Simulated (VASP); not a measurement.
# Gd (Im-3m) in VASP: a series of runs

The runs below take Gd through single point, with PBE.

Program: VASP 6.6.1. These are calculated values, not measurements. Logs are shortened: lines on timing, memory, paths and dates and some standing lists are left out, and cuts for length are marked.

**1. The crystal as given**

It takes space group Im-3m (No. 229, cubic). The conventional cell has a = 4.050 Å, b = 4.050 Å, c = 4.050 Å, α = 90.00°, β = 90.00°, γ = 90.00°. Gd (site symmetry m-3m) is surrounded by 8 Gd at 3.51 Å.

This isn't the form of Gd at room conditions, which is hcp.

**2. Single point, PBE, collinear spin, ferromagnetic start**

INCAR reads:

```
ADDGRID = False
ALGO = Normal
EDIFF = 0.01
ENCUT = 450
GGA = PE
ISIF = 2
ISMEAR = 0
ISPIN = 2
LASPH = True
LCHARG = False
LMAXMIX = 6
LORBIT = 11
LREAL = False
LWAVE = False
MAGMOM = 7
NELM = 100
PREC = Accurate
SIGMA = 0.2
```

KPOINTS reads:

```
k-points
0
Gamma
  5 5 5
```

POSCAR reads:

```
Gd
1.0
   -2.0250000000      2.0250000000      2.0250000000
    2.0250000000     -2.0250000000      2.0250000000
    2.0250000000      2.0250000000     -2.0250000000
Gd
1
Direct
    0.0000000000      0.0000000000      0.0000000000
```

Potentials or basis: VASP PAW PBE potentials, release 64 (Gd).

On the command line:

```console
cat potpaw_PBE.64/Gd/POTCAR > POTCAR
mpirun -np 1 vasp_std > vasp.out
```

OUTCAR:

```text
EDIFF = 0.01
   ENCUT = 450
   GGA = PE
   ISIF = 2
   ISMEAR = 0
   ISPIN = 2
   LASPH = True
   LORBIT = 11
   LREAL = False
   NELM = 100
   PREC = Accurate

 Found     10 irreducible k-points:

 Following reciprocal coordinates:
            Coordinates               Weight
  0.000000  0.000000  0.000000      1.000000
  0.200000  0.000000  0.000000     12.000000
  0.400000  0.000000  0.000000     12.000000
  0.200000  0.200000  0.000000     24.000000
  0.400000  0.200000 -0.000000     24.000000
  0.200000  0.200000  0.200000      8.000000
   k-points           NKPTS =     10   k-points in BZ     NKDIM =     10   number of bands    NBANDS=     17
   number of dos      NEDOS =    301   number of ions     NIONS =      1
   total plane-waves  NPLWV =  13824
   dimension x,y,z NGX =    24 NGY =   24 NGZ =   24
   dimension x,y,z NGXF=    48 NGYF=   48 NGZF=   48
   ions per type =               1
   NGX,Y,Z   is equivalent  to a cutoff of  11.38, 11.38, 11.38 a.u.
   NGXF,Y,Z  is equivalent  to a cutoff of  22.75, 22.75, 22.75 a.u.
 SYSTEM =  unknown system
   PREC   = accura    normal or accurate (medium, high low for compatibility)
   ISTART =      0    job   : 0-new  1-cont  2-samecut
   ICHARG =      2    charge: 1-file 2-atom 10-const
   ISPIN  =      2    spin polarized calculation?
   LNONCOLLINEAR =      F non collinear calculations
   LSORBIT =      F    spin-orbit coupling
   LASPH  =      T    aspherical Exc in radial PAW
   ENCUT  =  450.0 eV  33.07 Ry    5.75 a.u.   6.07  6.07  6.07*2*pi/ulx,y,z
   NELM   =    100;   NELMIN=  2; NELMDL= -5     # of ELM steps
   EDIFF  = 0.1E-01   stopping-criterion for ELM
   LREAL  =      F    real-space projection
   EDIFFG = 0.1E+00   stopping-criterion for IOM
   NSW    =      0    number of steps for IOM
   IBRION =     -1    ionic relax: 0-MD 1-quasi-New 2-CG
   NFREE  =      0    steps in history (QN), initial steepest desc. (CG)
   ISIF   =      2    stress and relaxation
   ISYM   =      2    0-nonsym 1-usesym 2-fastsym
   POTIM  = 0.5000    time-step for ionic-motion
   TEBEG  =    0.0;   TEEND  =   0.0 temperature during run
   PSTRESS=    0.0 pullay stress
   NELECT =      18.0000    total number of electrons
   NUPDOWN=      -1.0000    fix difference up-down
   EMIN   =  10.00;   EMAX   =-10.00  energy-range for DOS
   EFERMI =   0.00;   METHOD = LEGACY
   ISMEAR =     0;   SIGMA  =   0.20  broadening in eV -4-tet -1-fermi 0-gaus
   EFERMI_NEDOS =   21; number of points for ismear=-14 and -15
   IALGO  =     38    algorithm
   IMIX   =      4    mixing-type and parameters
     AMIX     =   0.40;   BMIX     =  1.00
     AMIX_MAG =   1.60;   BMIX_MAG =  1.00
  volume/ion in A,a.u.               =      33.22       224.15
  Fermi-wavevector in a.u.,A,eV,Ry     =   1.334711  2.522238 24.238153  1.781454
  Thomas-Fermi vector in A             =   2.463472
   LORBIT       =     11    0 simple, 1 ext, 2 COOP (PROOUT), +10 PAW based schemes
   GGA     = PE    functional components
   LHFCALC =     F    Hartree Fock is set to
   AEXX    =    0.0000 exact exchange contribution
   IVDW    =     0    specifies the selected vdW correction
   LEPSILON=     F    determine dielectric tensor
   LRPA    =     F    only Hartree local field effects (RPA)
 spin polarized calculation
 Gauss-broadening in eV      SIGMA  =   0.20
  energy-cutoff  :      450.00
  volume of cell :       33.22
 maximum number of plane-waves:       730
   NGX = 13   NGY = 13   NGZ = 13

 number of electron      17.9999993 magnetization       7.7368036

 Free energy of the ion-electron system (eV)
  ---------------------------------------------------
  ext. energy  EPLUGINS =         0.00000000
  ---------------------------------------------------
  free energy    TOTEN  =       -11.64566169 eV

  energy without entropy =      -11.58726623  energy(sigma->0) =      -11.61646396

 E-fermi :   2.8445     XC(G=0):  -9.9657

 val. band max:        2.8104421512   @ k =   0.2000   0.2000   0.0000
 cond. band min:       2.8807780773   @ k =  -0.4000   0.4000   0.2000
 fundamental gap:      0.0703359261
 Fermi energy:         2.8445428128

 spin component 1

 k-point     1 :       0.0000    0.0000    0.0000
  band No.  band energies     occupation
      1     -42.5334      1.00000
      2     -19.5237      1.00000
      3     -19.5237      1.00000
      4     -19.5237      1.00000
      5      -2.2530      1.00000
      6      -2.2530      1.00000
[... 9 lines left out ...]
     16       6.4110      0.00000
     17       6.4110      0.00000

 k-point     2 :       0.2000    0.0000    0.0000
  band No.  band energies     occupation
      1     -42.5110      1.00000
      2     -19.7700      1.00000
      3     -19.6016      1.00000
      4     -19.5249      1.00000
      5      -2.2427      1.00000
      6      -2.2275      1.00000
[... 9 lines left out ...]
     16       5.9389      0.00000
     17       6.4737      0.00000

 k-point     3 :       0.4000    0.0000    0.0000
  band No.  band energies     occupation
      1     -42.4745      1.00000
      2     -20.1429      1.00000
      3     -19.7244      1.00000
      4     -19.5270      1.00000
      5      -2.2425      1.00000
      6      -2.2346      1.00000
[... 9 lines left out ...]
     16       6.9176      0.00000
     17       8.1371      0.00000

 k-point     4 :       0.2000    0.2000    0.0000
  band No.  band energies     occupation
      1     -42.4815      1.00000
      2     -20.0190      1.00000
      3     -19.7104      1.00000
      4     -19.5781      1.00000
      5      -2.2292      1.00000
      6      -2.2249      1.00000
[... 9 lines left out ...]
     16       6.9837      0.00000
     17       7.5532      0.00000

 k-point     5 :       0.4000    0.2000   -0.0000
  band No.  band energies     occupation
      1     -42.4631      1.00000
      2     -20.1218      1.00000
      3     -19.8407      1.00000
      4     -19.5931      1.00000
      5      -2.2494      1.00000
      6      -2.2261      1.00000
[... 9 lines left out ...]
     16       7.1490      0.00000
     17       9.9357      0.00000

 k-point     6 :       0.2000    0.2000    0.2000
  band No.  band energies     occupation
      1     -42.4669      1.00000
      2     -20.0356      1.00000
      3     -19.7529      1.00000
      4     -19.7529      1.00000
      5      -2.2425      1.00000
      6      -2.1938      1.00000
[... 9 lines left out ...]
     16       7.0548      0.00000
     17       9.0675      0.00000

 [... further k-points ...]

 spin component 2

 k-point     1 :       0.0000    0.0000    0.0000
  band No.  band energies     occupation
      1     -39.2404      1.00000
      2     -17.0834      1.00000
      3     -17.0831      1.00000
      4     -17.0831      1.00000
      5      -1.2104      1.00000
      6       3.1024      0.03411
[... 9 lines left out ...]
     16       7.5216      0.00000
     17       7.5217      0.00000

 k-point     2 :       0.2000    0.0000    0.0000
  band No.  band energies     occupation
      1     -39.2123      1.00000
      2     -17.3841      1.00000
      3     -17.1753      1.00000
      4     -17.0859      1.00000
      5      -0.1293      1.00000
      6       3.0665      0.05824
[... 9 lines left out ...]
     16       7.1134      0.00000
     17       7.6392      0.00000

 k-point     3 :       0.4000    0.0000    0.0000
  band No.  band energies     occupation
      1     -39.1664      1.00000
      2     -17.8321      1.00000
      3     -17.3194      1.00000
      4     -17.0904      1.00000
      5       1.3492      1.00000
      6       3.1196      0.02590
[... 9 lines left out ...]
     16       8.1700      0.00000
     17       9.6338      0.00000

 k-point     4 :       0.2000    0.2000    0.0000
  band No.  band energies     occupation
      1     -39.1752      1.00000
      2     -17.6828      1.00000
      3     -17.3077      1.00000
      4     -17.1501      1.00000
      5       1.4435      1.00000
      6       3.0071      0.12512
[... 9 lines left out ...]
     16       8.2569      0.00000
     17       8.9767      0.00000

 k-point     5 :       0.4000    0.2000   -0.0000
  band No.  band energies     occupation
      1     -39.1521      1.00000
      2     -17.8057      1.00000
      3     -17.4638      1.00000
      4     -17.1686      1.00000
      5       2.2029      1.00000
      6       3.0880      0.04255
[... 9 lines left out ...]
     16       8.4582      0.00000
     17      11.3954      0.00000

 k-point     6 :       0.2000    0.2000    0.2000
  band No.  band energies     occupation
      1     -39.1566      1.00000
      2     -17.7032      1.00000
      3     -17.3634      1.00000
      4     -17.3634      1.00000
      5       2.9809      0.16750
      6       3.1538      0.01437
[... 9 lines left out ...]
     16       8.3430      0.00000
     17      10.4782      0.00000

 [... further k-points ...]

------------------------ aborting loop because EDIFF is reached ----------------------------------------

  FORCE on cell =-STRESS in cart. coord.  units (eV):
  Direction    XX          YY          ZZ          XY          YZ          ZX
  --------------------------------------------------------------------------------------
  -------------------------------------------------------------------------------------
  Total        4.8443657      4.8443657      4.8443657      0.0000000     -0.0000000     -0.0000000
  in kB      233.6750934    233.6750934    233.6750934      0.0000000     -0.0000000     -0.0000000
  external PRESSURE =     233.6750934 kB  Pullay stress =       0.0000000 kB

 VOLUME and BASIS-vectors are now :
 -----------------------------------------------------------------------------
  energy-cutoff  :      450.00
  volume of cell :       33.22
      direct lattice vectors                 reciprocal lattice vectors
    -2.025000000  2.025000000  2.025000000     0.000000000  0.246913580  0.246913580
     2.025000000 -2.025000000  2.025000000     0.246913580  0.000000000  0.246913580
     2.025000000  2.025000000 -2.025000000     0.246913580  0.246913580  0.000000000

 POSITION                                       TOTAL-FORCE (eV/Angst)
 -----------------------------------------------------------------------------------
      0.00000      0.00000      0.00000        -0.000000     -0.000000     -0.000000
 -----------------------------------------------------------------------------------
    total drift:                                0.000000      0.000000      0.000000

  FREE ENERGIE OF THE ION-ELECTRON SYSTEM (eV)
  ---------------------------------------------------
  free  energy   TOTEN  =       -11.6456616887 eV

  energy  without entropy=      -11.5872662261  energy(sigma->0) =      -11.61646396

 total charge

# of ion       s       p       d       f       tot
--------------------------------------------------
    1        2.070   5.556   0.574   7.061  15.261

 magnetization (x)

# of ion       s       p       d       f       tot
--------------------------------------------------
    1        0.003  -0.060   0.253   6.749   6.944
```

Run time: 11 s. Hardware: 1 thread of Intel Xeon Platinum 8559C (Emerald Rapids), shared host; peak memory 0.15 GiB.

The run converged, but some of its settings lie outside the range that counts as converged, so its numbers aren't taken as properties of the crystal.

Results:

```
Free energy                                           : -11.6457 eV
Pressure                                              : 23.4 GPa
Band gap on the k mesh                                : none (metal or under the smearing width)
Net moment                                            : 7.74 μB per cell
Site moments                                          : Gd +6.94 μB
Valence electrons inside the program's atomic spheres : Gd 15.26
```

Caveat: the k mesh is coarse (spacing up to 0.44 Å⁻¹), so the values aren't converged; spin-orbit coupling is left out, which moves the levels of the heavy elements.

**3. Single point, PBE, collinear spin, ferromagnetic start**

INCAR, as its differences from that of step 2:

```diff
@@ -2,3 +2,3 @@
 ALGO = Normal
-EDIFF = 0.01
+EDIFF = 0.001
 ENCUT = 450
```

KPOINTS is that of step 2.

POSCAR is that of step 2.

Potentials or basis: VASP PAW PBE potentials, release 64 (Gd).

On the command line:

```console
cat potpaw_PBE.64/Gd/POTCAR > POTCAR
mpirun -np 1 vasp_std > vasp.out
```

Run time: 12 s. Hardware: 1 thread of Intel Xeon Platinum 8559C (Emerald Rapids), shared host; peak memory 0.15 GiB.

These settings aren't checked as converged: the numbers below hold their error.

Results:

```
Free energy                                           : -11.6470 eV
Pressure                                              : 24.2 GPa
Band gap on the k mesh                                : none (metal or under the smearing width)
Net moment                                            : 7.73 μB per cell
Site moments                                          : Gd +6.94 μB
Valence electrons inside the program's atomic spheres : Gd 15.27
```

Caveat: the k mesh is coarse (spacing up to 0.44 Å⁻¹), so the values aren't converged; spin-orbit coupling is left out, which moves the levels of the heavy elements.

**4. For comparison**

An earlier run on the cell as given: functional PBE; potentials or basis VASP PAW PBE potentials, release 64 (Gd); cutoff 520 eV; k mesh 9 × 9 × 9; occupations fermi-dirac, width 0.05 eV; collinear spin, ferromagnetic start; starting moments [7.0] μB.

- Pressure: 0.0 GPa
- Band gap on the k mesh: none (metal or under the smearing width)
- Net moment: 7.60 μB per cell
- Site moments: Gd +6.99 μB
- Valence electrons inside the program's atomic spheres: Gd 15.20
